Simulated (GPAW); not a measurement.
Runs of GPAW 26.7.0 on Os. The structure is hexagonal, space group P6_3/mmc (No. 194). The conventional cell has a = 2.734 Å, b = 2.734 Å, c = 4.320 Å, α = 90.00°, β = 90.00°, γ = 120.00°. Os (site symmetry -6m2) is surrounded by 12 Os at 2.68 to 2.73 Å. 

```tsv
task	level	potentials or basis	spin	cell	k mesh	band path	band points	spin axis theta (degrees)	spin axis phi (degrees)	ranks	mesh quality	gap on the mesh (eV)	pressure (GPa)	relaxed volume (Å³/atom)
band structure	PW91	PAW data sets generated in the run's folder for this functional, pw	SOC, no magnetisation	as given	8 × 8 × 5	GMKGALHA,LM,KH	100	90	45	-	not flagged	-	6.5	-
band structure	revPBE	the program's PAW data sets (release 1.2.1) made for this functional, pw	SOC, no magnetisation	as given	8 × 8 × 5	GMKGALHA,LM,KH	60	90	45	-	not flagged	-	9.4	-
relaxation of cell and atoms	RPBE+D4	the program's PAW data sets (release 1.2.1) made for this functional, pw	off	relaxed	8 × 8 × 5	-	-	-	-	-	not flagged	none	-0.1	13.89
relaxation of cell and atoms	r2SCAN	GPAW PAW data sets (gpaw-data 1.2.1), pw	off	relaxed	8 × 8 × 5	-	-	-	-	-	not flagged	none	0.0	13.93
band structure	M06-L	GPAW PAW data sets (gpaw-data 1.2.1), pw	SOC, no magnetisation	as given	8 × 8 × 5	GMKGALHA,LM,KH	80	90	0	-	not flagged	-	-8.6	-
relaxation of cell and atoms	WC	PAW data sets generated in the run's folder for this functional, pw	off	relaxed	8 × 8 × 5	-	-	-	-	-	not flagged	none	0.0	13.88
relaxation of cell and atoms	PW91	PAW data sets generated in the run's folder for this functional, pw	off	relaxed	8 × 8 × 5	-	-	-	-	-	not flagged	none	0.0	14.20
relaxation of cell and atoms	revPBE+D3(BJ)	the program's PAW data sets (release 1.2.1) made for this functional, pw	off	relaxed	8 × 8 × 5	-	-	-	-	-	not flagged	none	-0.2	(b)
band structure	r4SCAN	GPAW PAW data sets (gpaw-data 1.2.1), pw	SOC, no magnetisation	as given	8 × 8 × 5	GMKGALHA,LM,KH	100	54.7	45	-	not flagged	-	(c)	-
relaxation of cell and atoms	PBEsol	PAW data sets generated in the run's folder for this functional, pw	off	relaxed	8 × 8 × 5	-	-	-	-	-	not flagged	none	0.0	(a)
```

Alike in all rows: cutoff (eV) 600; smearing fermi-dirac 0.05 eV.

Q: Fill in the values left out.

A: (a) 13.79; (b) 13.83; (c) -1.9.

Caveats: later steps reuse the first step's grids (some runs); spin-orbit coupling was added after a scalar SCF, so levels and gaps hold it while energy, forces, pressure and moments don't (some runs); this program's spin-orbit splittings come out too wide for heavy elements (some runs); the PAW data sets were made with another functional, which shifts forces and pressure a little (some runs); pairwise dispersion overbinds metals, which lowers pressure and volume (some runs).

A k mesh can miss the band edges, and rows without SOC leave out spin-orbit coupling on Os.

A gap of «none» marks a metal or a gap under the smearing width.

Runs at the PBE level aren't shown here.
